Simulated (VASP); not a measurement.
# AlCu3 (Fm-3m) in VASP: single point with r2SCAN

Aim: the single point of AlCu3 with r2SCAN.

Everything below comes from runs of VASP 6.6.1. Logs are shortened: lines on timing, memory, paths and dates and some standing lists are left out, and cuts for length are marked.

**1. Starting point**

Symmetry: Fm-3m, No. 225, cubic system. Conventional cell: a = 5.776 Å, b = 5.776 Å, c = 5.776 Å, α = 90.00°, β = 90.00°, γ = 90.00°. Al (site symmetry m-3m) has 8 Cu at 2.50 Å as nearest neighbours. Around Cu (site symmetry m-3m) lie 8 Cu at 2.50 Å. Around Cu (site symmetry -43m) lie 4 Al at 2.50 Å and 4 Cu at 2.50 Å.

The cell comes from a database or a generator and needn't be the stable form of this composition.

**2. Single point, r2SCAN**

POSCAR reads:

```
AlCu3
1.0
    0.0000000000      2.8880109880      2.8880109880
    2.8880109880      0.0000000000      2.8880109880
    2.8880109880      2.8880109880      0.0000000000
Al Cu
1 3
Direct
    0.0000000000      0.0000000000      0.0000000000
    0.5000000000      0.5000000000      0.5000000000
    0.2500000000      0.2500000000      0.2500000000
    0.7500000000      0.7500000000      0.7500000000
```

INCAR.step1 reads:

```
SYSTEM = AlCu3
PREC = Accurate
ENCUT = 520
ISMEAR = -5
SIGMA = 0.05
LREAL = .FALSE.
LASPH = .TRUE.
NELM = 100
LMAXMIX = 4
NBANDS = 26
GGA = PE
ALGO = Normal
EDIFF = 1E-4
LWAVE = .TRUE.
LCHARG = .FALSE.
```

INCAR.step2 reads:

```
SYSTEM = AlCu3
PREC = Accurate
ENCUT = 520
EDIFF = 1E-7
ISMEAR = -1
SIGMA = 0.05
LREAL = .FALSE.
LASPH = .TRUE.
NELM = 100
ALGO = Normal
ISIF = 2
LWAVE = .FALSE.
LCHARG = .FALSE.
LMAXMIX = 4
METAGGA = R2SCAN
LMIXTAU = .TRUE.
LORBIT = 11
NBANDS = 26
ISTART = 1
```

KPOINTS reads:

```
Automatic mesh
0
G
  11 11 11
  0 0 0
```

Potentials or basis: VASP PAW PBE potentials, release 64 (Al, Cu).

Launch:

```console
> cat potpaw_PBE.64/Al/POTCAR potpaw_PBE.64/Cu/POTCAR > POTCAR
> cp INCAR.step1 INCAR
> mpirun -np 1 vasp_std > vasp.out
> cp INCAR.step2 INCAR
> mpirun -np 1 vasp_std > vasp.out
```

OUTCAR:

```text
SYSTEM = AlCu3
   PREC = Accurate
   ENCUT = 520
   EDIFF = 1E-7
   ISMEAR = -1
   LREAL = .FALSE.
   LASPH = .TRUE.
   NELM = 100
   ISIF = 2
   METAGGA = R2SCAN
   LORBIT = 11
   ISTART = 1

 ion  position               nearest neighbor table
   1  0.000  0.000  0.000-   4 2.50   4 2.50   4 2.50   3 2.50   4 2.50   3 2.50   3 2.50   3 2.50
                             2 2.89   2 2.89   2 2.89   2 2.89   2 2.89   2 2.89
   2  0.500  0.500  0.500-   3 2.50   3 2.50   3 2.50   3 2.50   4 2.50   4 2.50   4 2.50   4 2.50
                             1 2.89   1 2.89   1 2.89   1 2.89   1 2.89   1 2.89
   3  0.250  0.250  0.250-   1 2.50   1 2.50   1 2.50   1 2.50   2 2.50   2 2.50   2 2.50   2 2.50

   4  0.750  0.750  0.750-   2 2.50   2 2.50   2 2.50   1 2.50   2 2.50   1 2.50   1 2.50   1 2.50

  LATTYP: Found a face centered cubic cell.
 ALAT       =     5.7760219760

  Lattice vectors:

 A1 = (   0.0000000000,   2.8880109880,   2.8880109880)
 A2 = (   2.8880109880,   0.0000000000,   2.8880109880)
 A3 = (   2.8880109880,   2.8880109880,   0.0000000000)

Analysis of symmetry for initial positions (statically):
=====================================================================
 Subroutine PRICEL returns:
 Original cell was already a primitive cell.

 Routine SETGRP: Setting up the symmetry group for a
 face centered cubic supercell.

 Subroutine GETGRP returns: Found 48 space group operations
 (whereof 48 operations were pure point group operations)
 out of a pool of 48 trial point group operations.

The static configuration has the point symmetry O_h .

Analysis of symmetry for dynamics (positions and initial velocities):
=====================================================================
 Subroutine PRICEL returns:
 Original cell was already a primitive cell.

 Routine SETGRP: Setting up the symmetry group for a
 face centered cubic supercell.

 Subroutine GETGRP returns: Found 48 space group operations
 (whereof 48 operations were pure point group operations)
 out of a pool of 48 trial point group operations.

The dynamic configuration has the point symmetry O_h .

 Subroutine INISYM returns: Found 48 space group operations
 (whereof 48 operations are pure point group operations),
 and found     1 'primitive' translations

----------------------------------------------------------------------------------------

                                     Primitive cell

  volume of cell :      48.1755

  direct lattice vectors                    reciprocal lattice vectors
     0.000000000  2.888010988  2.888010988    -0.173129535  0.173129535  0.173129535
     2.888010988  0.000000000  2.888010988     0.173129535 -0.173129535  0.173129535
     2.888010988  2.888010988  0.000000000     0.173129535  0.173129535 -0.173129535

  length of vectors
     4.084264308  4.084264308  4.084264308     0.299869151  0.299869151  0.299869151

  position of ions in fractional coordinates (direct lattice)
     0.000000000  0.000000000  0.000000000
     0.500000000  0.500000000  0.500000000
     0.250000000  0.250000000  0.250000000
     0.750000000  0.750000000  0.750000000

  ion indices of the primitive-cell ions
   primitive index   ion index
                 1           1
                 2           2
                 3           3
                 4           4

----------------------------------------------------------------------------------------

 KPOINTS: Automatic mesh

Automatic generation of k-mesh.
 Grid dimensions read from file:
 generate k-points for:   11   11   11

 Generating k-lattice:

  Cartesian coordinates                     Fractional coordinates (reciprocal lattice)
    -0.015739049  0.015739049  0.015739049     0.090909091  0.000000000  0.000000000
     0.015739049 -0.015739049  0.015739049     0.000000000  0.090909091  0.000000000
     0.015739049  0.015739049 -0.015739049     0.000000000  0.000000000  0.090909091

  Length of vectors
     0.027260832  0.027260832  0.027260832

  Shift w.r.t. Gamma in fractional coordinates (k-lattice)
     0.000000000  0.000000000  0.000000000

 Subroutine IBZKPT returns following result:
 ===========================================

 Found     56 irreducible k-points:

 Following reciprocal coordinates:
            Coordinates               Weight
  0.000000  0.000000  0.000000      1.000000
  0.090909  0.000000  0.000000      8.000000
  0.181818  0.000000  0.000000      8.000000
  0.272727  0.000000  0.000000      8.000000
  0.363636  0.000000  0.000000      8.000000
  0.454545  0.000000  0.000000      8.000000
[... 16 lines left out ...]
 -0.272727  0.181818  0.000000     24.000000
 -0.181818  0.181818  0.000000     12.000000
 [... further k-points ...]
   k-points           NKPTS =     56   k-points in BZ     NKDIM =     56   number of bands    NBANDS=     26
   number of dos      NEDOS =    301   number of ions     NIONS =      4
   total plane-waves  NPLWV =  27000
   dimension x,y,z NGX =    30 NGY =   30 NGZ =   30
   dimension x,y,z NGXF=    60 NGYF=   60 NGZF=   60
   ions per type =               1   3
   NGX,Y,Z   is equivalent  to a cutoff of  12.21, 12.21, 12.21 a.u.
   NGXF,Y,Z  is equivalent  to a cutoff of  24.42, 24.42, 24.42 a.u.
 SYSTEM =  AlCu3
   PREC   = accura    normal or accurate (medium, high low for compatibility)
   ISTART =      1    job   : 0-new  1-cont  2-samecut
   ICHARG =      0    charge: 1-file 2-atom 10-const
   ISPIN  =      1    spin polarized calculation?
   LNONCOLLINEAR =      F non collinear calculations
   LSORBIT =      F    spin-orbit coupling
   LASPH  =      T    aspherical Exc in radial PAW
   ENCUT  =  520.0 eV  38.22 Ry    6.18 a.u.   7.59  7.59  7.59*2*pi/ulx,y,z
   NELM   =    100;   NELMIN=  2; NELMDL=  0     # of ELM steps
   EDIFF  = 0.1E-06   stopping-criterion for ELM
   LREAL  =      F    real-space projection
   EDIFFG = 0.1E-05   stopping-criterion for IOM
   NSW    =      0    number of steps for IOM
   IBRION =     -1    ionic relax: 0-MD 1-quasi-New 2-CG
   NFREE  =      0    steps in history (QN), initial steepest desc. (CG)
   ISIF   =      2    stress and relaxation
   ISYM   =      2    0-nonsym 1-usesym 2-fastsym
   POTIM  = 0.5000    time-step for ionic-motion
   TEBEG  =    0.0;   TEEND  =   0.0 temperature during run
   PSTRESS=    0.0 pullay stress
   NELECT =      36.0000    total number of electrons
   NUPDOWN=      -1.0000    fix difference up-down
   EMIN   =  10.00;   EMAX   =-10.00  energy-range for DOS
   EFERMI =   0.00;   METHOD = LEGACY
   ISMEAR =    -1;   SIGMA  =   0.05  broadening in eV -4-tet -1-fermi 0-gaus
   EFERMI_NEDOS =   21; number of points for ismear=-14 and -15
   IALGO  =     38    algorithm
   IMIX   =      4    mixing-type and parameters
     AMIX     =   0.40;   BMIX     =  1.00
     AMIX_MAG =   1.60;   BMIX_MAG =  1.00
  volume/ion in A,a.u.               =      12.04        81.28
  Fermi-wavevector in a.u.,A,eV,Ry     =   1.485594  2.807366 30.027919  2.206990
  Thomas-Fermi vector in A             =   2.598986
   LORBIT       =     11    0 simple, 1 ext, 2 COOP (PROOUT), +10 PAW based schemes
   METAGGA = R2SCAN    functional components
   LHFCALC =     F    Hartree Fock is set to
   AEXX    =    0.0000 exact exchange contribution
   IVDW    =     0    specifies the selected vdW correction
   LEPSILON=     F    determine dielectric tensor
   LRPA    =     F    only Hartree local field effects (RPA)
 non-spin polarized calculation
  energy-cutoff  :      520.00
  volume of cell :       48.18
 maximum number of plane-waves:      1313
   NGX = 15   NGY = 15   NGZ = 15

 number of electron      35.9999973 magnetization

 Free energy of the ion-electron system (eV)
  ---------------------------------------------------
  ext. energy  EPLUGINS =         0.00000000
  ---------------------------------------------------
  free energy    TOTEN  =       -39.95887836 eV

  energy without entropy =      -39.95231792  energy(sigma->0) =      -39.95559814

 E-fermi :   8.5863     XC(G=0): -13.3514

 val. band max:        8.5490778483   @ k =   0.2727   0.1818   0.0000
 cond. band min:       8.5952104823   @ k =  -0.1818   0.0909   0.0000
 fundamental gap:      0.0461326340
 Fermi energy:         8.5862990112

 k-point     1 :       0.0000    0.0000    0.0000
  band No.  band energies     occupation
      1      -2.5773      2.00000
      2       3.6174      2.00000
      3       3.6174      2.00000
      4       3.7118      2.00000
      5       3.7119      2.00000
      6       3.7119      2.00000
[... 18 lines left out ...]
     25      15.7980      0.00000
     26      15.7982      0.00000

 k-point     2 :       0.0909    0.0000    0.0000
  band No.  band energies     occupation
      1      -2.4572      2.00000
      2       3.5838      2.00000
      3       3.5838      2.00000
      4       3.6656      2.00000
      5       3.7972      2.00000
      6       3.7973      2.00000
[... 18 lines left out ...]
     25      15.3830      0.00000
     26      15.8098      0.00000

 k-point     3 :       0.1818    0.0000    0.0000
  band No.  band energies     occupation
      1      -2.0998      2.00000
      2       3.5217      2.00000
      3       3.5758      2.00000
      4       3.5758      2.00000
      5       3.9494      2.00000
      6       3.9494      2.00000
[... 572 lines left out ...]
 k-point    23 :      -0.2727    0.1818    0.0000
  band No.  band energies     occupation
      1      -0.6189      2.00000
      2       2.7926      2.00000
      3       3.6045      2.00000
      4       3.6660      2.00000
      5       3.9390      2.00000
      6       4.3209      2.00000
[... 18 lines left out ...]
     25      17.8488      0.00000
     26      20.5279      0.00000

 k-point    24 :      -0.1818    0.1818    0.0000
  band No.  band energies     occupation
      1      -1.3249      2.00000
      2       3.1536      2.00000
      3       3.5697      2.00000
      4       3.8870      2.00000
      5       3.9241      2.00000
      6       4.2233      2.00000
[... 18 lines left out ...]
     25      17.4788      0.00000
     26      20.0225      0.00000

 [... further k-points ...]

------------------------ aborting loop because EDIFF is reached ----------------------------------------

  FORCE on cell =-STRESS in cart. coord.  units (eV):
  Direction    XX          YY          ZZ          XY          YZ          ZX
  --------------------------------------------------------------------------------------
  -------------------------------------------------------------------------------------
  Total        0.2157011      0.2157011      0.2157011      0.0000000     -0.0000000      0.0000000
  in kB        7.1735866      7.1735866      7.1735866      0.0000000     -0.0000000      0.0000000
  external PRESSURE =       7.1735866 kB  Pullay stress =       0.0000000 kB

 VOLUME and BASIS-vectors are now :
 -----------------------------------------------------------------------------
  energy-cutoff  :      520.00
  volume of cell :       48.18
      direct lattice vectors                 reciprocal lattice vectors
     0.000000000  2.888010988  2.888010988    -0.173129535  0.173129535  0.173129535
     2.888010988  0.000000000  2.888010988     0.173129535 -0.173129535  0.173129535
     2.888010988  2.888010988  0.000000000     0.173129535  0.173129535 -0.173129535

 POSITION                                       TOTAL-FORCE (eV/Angst)
 -----------------------------------------------------------------------------------
      0.00000      0.00000      0.00000         0.000000     -0.000000     -0.000000
      2.88801      2.88801      2.88801         0.000000     -0.000000     -0.000000
      1.44401      1.44401      1.44401         0.000000      0.000000      0.000000
      4.33202      4.33202      4.33202        -0.000000     -0.000000     -0.000000
 -----------------------------------------------------------------------------------
    total drift:                                0.000000     -0.000000      0.000000

  FREE ENERGIE OF THE ION-ELECTRON SYSTEM (eV)
  ---------------------------------------------------
  free  energy   TOTEN  =       -39.9588783573 eV

  energy  without entropy=      -39.9523179218  energy(sigma->0) =      -39.95559814

 total charge

# of ion       s       p       d       tot
------------------------------------------
    1        0.390   0.409   0.000   0.798
    2        0.446   0.453   9.184  10.082
    3        0.470   0.479   9.179  10.128
    4        0.470   0.479   9.179  10.128
--------------------------------------------------
tot          1.776   1.819  27.541  31.136
```

It took 8.9 min on 1 thread of AMD EPYC 7R43 (Zen 3), shared host; peak memory 0.17 GiB.

Results:

```
Free energy                                           : -39.9589 eV
Pressure                                              : 0.7 GPa
Band gap on the k mesh                                : none (metal or under the smearing width)
Valence electrons inside the program's atomic spheres : Al 0.80; Cu 10.08, 10.13
```

Caveat: the PAW data sets were made with another functional, which shifts forces and pressure a little.
